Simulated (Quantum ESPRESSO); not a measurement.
TiC:

```
CELL_PARAMETERS angstrom
0.00000 2.16572 2.16572
2.16572 0.00000 2.16572
2.16572 2.16572 0.00000
ATOMIC_POSITIONS crystal
Ti 0.00000 0.00000 0.00000
C 0.50000 0.50000 0.50000
```

The cell is a database's computed one.

- Program: Quantum ESPRESSO 7.5
- Task: phonons
- Functional: revPBE
- Potentials or basis: Ansatz NC SR PBE
- Cutoff: 1156 eV
- Density cutoff: 4626 eV
- k mesh: 11 × 11 × 11
- Occupations: methfessel-paxton, width 0.136 eV
- Spin: no spin polarisation
- Mixing beta: 0.5
- Most SCF iterations: 120
- SCF threshold: 4e-10 Ry

At Γ the optical frequencies are 514 514 514 cm⁻¹, at a pressure of 2.9 GPa.

Q: How do the modes respond when the cell is scaled evenly, at fixed shape?

A: The highest mode has a Grüneisen parameter of 2.00 and moves by +4.0 cm⁻¹ per GPa. None of the listed modes softens on compression. The pressures give a bulk modulus of about 255 GPa.

Frequencies at 99 % and 101 % of the volume (pressures 5.5 and 0.4 GPa), ions relaxed:
| mode | 99 % (cm⁻¹) | 101 % (cm⁻¹) | Grüneisen parameter |
| --- | --- | --- | --- |
| 4 | 524.4 | 503.8 | 2.00 |
| 5 | 524.4 | 503.8 | 2.00 |
| 6 | 524.4 | 503.8 | 2.00 |

Modes are matched by their order; those that don't vary smoothly over the three volumes are left out.

Caveat: the potentials were made for another functional, which shifts forces and pressure.
